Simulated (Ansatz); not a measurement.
Ansatz input file:

```yaml
crystal:
  lattice:
    - [4.5114404978, 0.0, 0.0]
    - [0.0, 4.5146191219, 0.0]
    - [0.0, 0.0, 26.0792390753]
  atoms:
    - { symbol: Si, position: [0.5, 0.752473408, 0.2875850779] }
    - { symbol: Si, position: [0.0, 0.4971746791, 0.3130772286] }
    - { symbol: Mo, position: [0.5, 0.2496480871, 0.337793314] }
    - { symbol: Si, position: [0.0, 0.0021214952, 0.3625093995] }
    - { symbol: Si, position: [0.5, 0.7468227662, 0.3880015502] }
    - { symbol: Mo, position: [0.0, 0.4992961743, 0.4127176357] }
    - { symbol: Si, position: [0.5, 0.2517695823, 0.4374337211] }
    - { symbol: Si, position: [0.0, 0.9964708534, 0.4629258718] }
    - { symbol: Mo, position: [0.5, 0.7489442614, 0.4876419573] }
    - { symbol: Si, position: [0.0, 0.5014176694, 0.5123580427] }
    - { symbol: Si, position: [0.5, 0.2461189405, 0.5378501935] }
    - { symbol: Mo, position: [0.0, 0.9985923485, 0.5625662789] }
    - { symbol: Si, position: [0.5, 0.7510657565, 0.5872823643] }
    - { symbol: Si, position: [0.0, 0.4957670276, 0.6127745151] }
    - { symbol: Mo, position: [0.5, 0.2482404356, 0.6374906005] }
    - { symbol: Si, position: [0.0, 0.0007138437, 0.662206686] }
    - { symbol: Si, position: [0.5, 0.7454151147, 0.6876988367] }
    - { symbol: Mo, position: [0.0, 0.4978885228, 0.7124149221] }
basis:
  ecutwfc: 420
kpoints:
  mp_grid: { grid: [8, 8, 1] }
hamiltonian:
  xc: pbesol
scf:
  occupations: { method: cold, width: 0.2 }
output:
  forces: true
  stress: true
  eigenvalues: true
efield:
  axis: 3
  dipole_correction: true
  ramp_width: 0.04
```

Launched with
```bash
ansatz run input.yaml --threads 2 --pin off --max-ram 5120MiB --backend cpu --events-out ev --progress --plain --runs-dir out
```

Theory: DFT PBEsol, scalar-relativistic, plane waves, PAW (Ansatz).

Part of what the program printed, abridged:

```
Pseudopotentials: kind: paw
Pseudopotential: Si, paw, valence charge 4, recommended cutoff 420 eV (normal)
Pseudopotential: Mo, paw, valence charge 14, recommended cutoff 420 eV (normal)
Functional definition: PBEsol
Crystal: 18 atoms, lattice volume = 531.167 Å³
Basis set: ecut = 420 eV, 10431 PW (Γ), exchange–correlation on 64×64×360 points (8 copies of the dense FFT grid, shifted against one another)
Bands: 84, of which v1, the nominal top of the filled ones, is band 66 counted from 1 (65 counted from 0)
Symmetry: 2 space group operations
Space group: Pm (ITA 6), of the structure as read, at distance tolerance 8.1e-5 Å
k-points: 25 of 64 (time reversal used)
Initial density: superposition of atomic densities (neutral atoms: chi_scale 0, normalization atom), corrected by the library's trained network
Initial wavefunctions: pseudopotential atomic-orbital guess
Functional: x = pbesol(κ = 0.804, μ = 0.12345679), c = pbesol(β = 0.046)
SCF iter   1: F=—  HF=-36845.876822 eV  |F-HF|=—  |Δ(HF+E_count)|=         —  Δρ=6.55e-3  dr2=1.55e0  ethr=1.77e-3  p=0.123 e·Å  D=4.18e-2 V/Å  ΔV_dip=-1.09 eV  dr2_dipole=3.63e-1  V_vac-E_F(+/−)=3.57/4.66 eV  ⟨swp⟩=9.8  Hψ=12032  notcnv=0
efield: sawtooth ramp at fractional position 0.9800 (placed from the atoms, in the widest stretch of the axis that holds none; the zero of the levels goes with the place), width 0.0400; the density the first Hamiltonian is built on has a dipole p = 0.123 e·Å; the dipole correction subtracts the counter field D = 4.18e-2 V/Å, which shifts the + side's vacuum level by -1.09 eV against the − side's; the planar-averaged density in the ramp window peaks in size at 3.0e-5 e/Å³
SCF iter   2: F=—  HF=-36845.877321 eV  |F-HF|=—  |Δ(HF+E_count)|=   4.99e-4  S|Δr|=    0.00e0  Δρ=5.81e-3  dr2=1.21e0  ethr=1.17e-3  p=0.167 e·Å  D=5.68e-2 V/Å  ΔV_dip=-1.48 eV  dr2_dipole=3.46e-1  V_vac-E_F(+/−)=3.20/4.68 eV  ⟨swp⟩=2.4  Hψ=3218  notcnv=0  defer=82
SCF iter   3: F=—  HF=-36845.791536 eV  |F-HF|=—  |Δ(HF+E_count)|=   8.58e-2  S|Δr|=    0.00e0  Δρ=9.80e-4  dr2=3.71e-2  ethr=9.14e-4  p=0.146 e·Å  D=4.96e-2 V/Å  ΔV_dip=-1.29 eV  dr2_dipole=2.94e-3  V_vac-E_F(+/−)=3.37/4.66 eV  ⟨swp⟩=2.0  Hψ=2287  notcnv=0  defer=82
SCF iter   4: F=—  HF=-36845.790488 eV  |F-HF|=—  |Δ(HF+E_count)|=   1.05e-3  S|Δr|=    0.00e0  Δρ=3.73e-4  dr2=3.49e-3  ethr=2.81e-5  p=0.150 e·Å  D=5.10e-2 V/Å  ΔV_dip=-1.33 eV  dr2_dipole=1.67e-4  V_vac-E_F(+/−)=3.32/4.65 eV  ⟨swp⟩=2.3  Hψ=2950  notcnv=0  defer=63
SCF iter   5: F=—  HF=-36845.790382 eV  |F-HF|=—  |Δ(HF+E_count)|=   1.07e-4  S|Δr|=    0.00e0  Δρ=2.03e-4  dr2=1.19e-3  ethr=2.64e-6  p=0.151 e·Å  D=5.14e-2 V/Å  ΔV_dip=-1.34 eV  dr2_dipole=6.67e-4  V_vac-E_F(+/−)=3.30/4.64 eV  ⟨swp⟩=2.4  Hψ=3139  notcnv=0  defer=63
SCF iter   6: F=—  HF=-36845.790343 eV  |F-HF|=—  |Δ(HF+E_count)|=   3.90e-5  S|Δr|=    0.00e0  Δρ=9.73e-5  dr2=2.40e-4  ethr=9.04e-7  p=0.151 e·Å  D=5.15e-2 V/Å  ΔV_dip=-1.34 eV  dr2_dipole=8.70e-5  V_vac-E_F(+/−)=3.29/4.63 eV  ⟨swp⟩=2.4  Hψ=2792  notcnv=0  defer=63
SCF iter   7: F=—  HF=-36845.790325 eV  |F-HF|=—  |Δ(HF+E_count)|=   1.80e-5  S|Δr|=    0.00e0  Δρ=2.62e-5  dr2=1.57e-5  ethr=1.82e-7  p=0.151 e·Å  D=5.16e-2 V/Å  ΔV_dip=-1.35 eV  dr2_dipole=2.36e-6  V_vac-E_F(+/−)=3.28/4.63 eV  ⟨swp⟩=2.3  Hψ=2931  notcnv=0  defer=63
SCF iter   8: F=—  HF=-36845.790399 eV  |F-HF|=—  |Δ(HF+E_count)|=   7.42e-5  S|Δr|=    0.00e0  Δρ=9.28e-6  dr2=9.29e-7  ethr=1.19e-8  p=0.152 e·Å  D=5.16e-2 V/Å  ΔV_dip=-1.35 eV  dr2_dipole=5.10e-8  V_vac-E_F(+/−)=3.28/4.63 eV  ⟨swp⟩=2.8  Hψ=3576  notcnv=0  defer=18
SCF iter   9: F=—  HF=-36845.790399 eV  |F-HF|=—  |Δ(HF+E_count)|=   6.25e-7  S|Δr|=    0.00e0  Δρ=4.54e-6  dr2=2.70e-7  ethr=7.04e-10  p=0.152 e·Å  D=5.17e-2 V/Å  ΔV_dip=-1.35 eV  dr2_dipole=2.55e-8  V_vac-E_F(+/−)=3.28/4.63 eV  ⟨swp⟩=2.5  Hψ=3151  notcnv=0  defer=18
SCF iter  10: F=—  HF=-36845.790400 eV  |F-HF|=—  |Δ(HF+E_count)|=   3.10e-7  S|Δr|=    0.00e0  Δρ=2.59e-6  dr2=1.02e-7  ethr=7.58e-11  p=0.152 e·Å  D=5.17e-2 V/Å  ΔV_dip=-1.35 eV  dr2_dipole=7.76e-9  V_vac-E_F(+/−)=3.28/4.63 eV  ⟨swp⟩=21.3  Hψ=12226  notcnv=0
SCF iter  11: F=-36845.790400 eV  HF=-36845.790400 eV  |F-HF|=2.16e-9  |Δ(HF+E_count)|=   1.12e-8  S|Δr|=    0.00e0  Δρ=8.13e-7  dr2=1.09e-8  ethr=7.58e-11  p=0.152 e·Å  D=5.17e-2 V/Å  ΔV_dip=-1.35 eV  dr2_dipole=1.32e-9  V_vac-E_F(+/−)=3.28/4.63 eV  ⟨swp⟩=6.2  Hψ=7555  notcnv=0
SCF 1 converged in 11 iterations: F = -36845.790400 eV  dr2 = 1.09e-8
SCF converged after 11 iterations
Stability not checked: this state was not tested for a lower state beside it, because cold or Methfessel-Paxton smearing, or corrected tetrahedra, fill the levels in a way that the test cannot read (fill_not_monotonic; see scf.lower_state_search)
Free energy (F): -36845.790400 eV
Harris-Foulkes:  -36845.790400 eV  (|F-HF|=2.16e-9)
Internal energy: -36845.815314 eV  (E = F + TS)
E sigma→0 (E₀):  -36845.798705 eV
Entropy (-TS):   0.024915 eV (1.384 meV/atom)
Fermi energy:    4.953368 eV
Step filling:    the computed levels leave a gap of 0.0140 eV = 0.1 smearing widths at the electron count; against every level under it full and every level over it empty, smearing changes F+E_penalty+E_count by +12.871 meV and its σ→0 estimate by +4.566 meV
Dipole field:    D = 0.051761 V/Å  (p = 0.151939 e·Å, saw-weighted, corrected)
Work function:   Φ+ = 3.2795 eV   Φ− = 4.6294 eV
Levels:          The Fermi level and band energies are counted from a zero that moves with the ramp; work functions are not
--- Per-component energies (eV) ---
  E_band       = -1674.284661
  E_kinetic    = 3168.270479
  E_local      = -108175.428599  (includes V_loc(G=0)·N_el)
  E_nonlocal   = 1173.254300
  E_hartree    = 52508.700770
  E_xc         = -1767.229680
  E_vxc        = -1954.723050  (∫ρ·V_xc dr)
  E_paw        = -24849.883017  (= ΣΔE_a)
  E_vpaw       = -901.014372  (= ΣTr[D̂ρ^β])
  E_aug_tail   = 0.000233  (compensation charges beyond the density's cutoff)
  E_efield     = 0.003932  (sawtooth field / dipole correction)
  E_vefield    = -2.037962  (∫n·V_field dr)
  E_ewald      = 41094.861743
  E_core_change = 1.634524  (= ΣΔE_core)
  E_smearing   = 0.024915  (= −TS)
--- Forces (eV/Å), atoms counted from 1 ---
  atom   1  Si     0.00000000     0.09977157     1.00016967
  atom   2  Si     0.00000000     0.03482131     0.19281778
  atom   3  Mo     0.00000000    -0.15871623     0.48902719
  atom   4  Si     0.00000000     0.03287048    -0.95326290
  atom   5  Si     0.00000000     0.17960764    -0.53969162
  atom   6  Mo     0.00000000    -0.01801983     0.06726283
  atom   7  Si     0.00000000    -0.13918775    -0.31939375
  atom   8  Si     0.00000000     0.02806474    -0.12248235
  atom   9  Mo     0.00000000     0.09353917     0.12192233
  atom  10  Si     0.00000000    -0.06802358     0.00860040
  atom  11  Si     0.00000000     0.05851107     0.29253609
  atom  12  Mo     0.00000000    -0.03865906    -0.08393446
  atom  13  Si     0.00000000    -0.17446023     0.42445170
  atom  14  Si     0.00000000     0.08992157     0.73368772
  atom  15  Mo     0.00000000     0.36714091    -0.43509849
  atom  16  Si     0.00000000     0.02901608     1.40364944
  atom  17  Si     0.00000000    -0.62926509     0.22995051
  atom  18  Mo     0.00000000     0.21306614    -2.51021799
--- Stress (GPa, compression-positive) ---
       -2.949589       0.000000       0.000000
        0.000000      -2.172966      -0.332808
        0.000000      -0.332808      -2.482890
  P = ⅓ Tr σ = -2.5351 GPa (-25.351 kbar)
--- Band table (eV; the first three rows and the last of 25) ---
  k-point 0: bands = ["-55.4558", "-55.4431", "-55.4383", "-55.4202", "-55.3655", "-55.3227", "-29.7721", "-29.7704", "-29.7640", "-29.7062", "-29.6952", "-29.6370", "-29.6329", "-29.6271", "-29.6134", "-29.6095", "-29.5936", "-29.5680", "-29.5187", "-29.5164", "-29.5125", "-29.5051", "-29.4707", "-29.4139", "-8.0206", "-7.2185", "-6.1276", "-4.8459", "-3.9034", "-3.0793", "-2.9103", "-2.2435", "-1.7101", "-1.3654", "-1.3070", "-0.4305", "-0.4206", "-0.1566", "0.3397", "0.4091", "0.9441", "1.0397", "1.1311", "1.4062", "1.6950", "1.8284", "1.9228", "2.1566", "2.1723", "2.3214", "2.3910", "2.4142", "2.4530", "2.5865", "2.7574", "2.7620", "2.9966", "3.2341", "3.4005", "3.4387", "3.5886", "4.008 ...
  k-point 1: bands = ["-55.4557", "-55.4431", "-55.4383", "-55.4202", "-55.3655", "-55.3227", "-29.7724", "-29.7700", "-29.7641", "-29.7063", "-29.6950", "-29.6369", "-29.6340", "-29.6293", "-29.6136", "-29.6096", "-29.5933", "-29.5681", "-29.5188", "-29.5172", "-29.5129", "-29.5053", "-29.4716", "-29.4143", "-7.8980", "-7.1051", "-6.0349", "-4.7970", "-3.8572", "-3.3788", "-2.8973", "-2.4887", "-1.8749", "-1.4581", "-1.1668", "-0.6677", "-0.3374", "-0.2022", "0.2723", "0.3346", "0.8646", "0.9503", "1.0232", "1.1740", "1.6922", "1.7407", "2.0934", "2.2318", "2.3163", "2.4505", "2.5306", "2.5393", "2.7356", "2.7714", "2.8125", "2.9106", "3.0988", "3.2905", "3.4487", "3.5410", "3.6285", "4.011 ...
  k-point 2: bands = ["-55.4556", "-55.4431", "-55.4383", "-55.4202", "-55.3655", "-55.3226", "-29.7734", "-29.7689", "-29.7643", "-29.7065", "-29.6945", "-29.6396", "-29.6366", "-29.6303", "-29.6151", "-29.6098", "-29.5929", "-29.5682", "-29.5193", "-29.5190", "-29.5139", "-29.5057", "-29.4739", "-29.4152", "-7.5404", "-6.7788", "-5.7880", "-4.7403", "-3.8960", "-3.7425", "-3.5240", "-2.7726", "-2.0646", "-1.3906", "-1.1631", "-1.0088", "-0.4296", "-0.1857", "0.0618", "0.2737", "0.6243", "0.9779", "0.9917", "1.1788", "1.5890", "1.6954", "2.1923", "2.3757", "2.4286", "2.6442", "2.6838", "2.8278", "2.8999", "3.0196", "3.0520", "3.2124", "3.2755", "3.3383", "3.5748", "3.8715", "3.8804", "4.067 ...
  k-point 24: bands = ["-55.4464", "-55.4422", "-55.4414", "-55.4233", "-55.3668", "-55.3238", "-29.8094", "-29.7985", "-29.7734", "-29.7184", "-29.7103", "-29.6453", "-29.6221", "-29.6185", "-29.6153", "-29.6118", "-29.6100", "-29.5556", "-29.5310", "-29.5154", "-29.5090", "-29.4809", "-29.4668", "-29.4134", "-5.0017", "-4.9853", "-4.7553", "-4.7248", "-4.2225", "-4.2052", "-3.6037", "-3.5544", "-3.3088", "-3.0213", "-2.7358", "-2.4146", "-0.6697", "-0.5112", "-0.3332", "-0.1770", "0.3409", "0.7746", "1.0118", "1.3940", "1.7687", "2.1066", "2.2082", "2.2759", "2.5802", "2.6148", "2.6341", "2.7582", "2.9844", "3.0263", "3.0337", "3.1815", "3.3450", "3.7787", "3.8362", "4.0041", "4.0216", "4. ...
```

Self-consistency was reached.

Time: 35 s on 2 threads of Intel(R) Xeon(R) 6975P-C (Granite Rapids) (shared host), peak memory 1.3 GiB.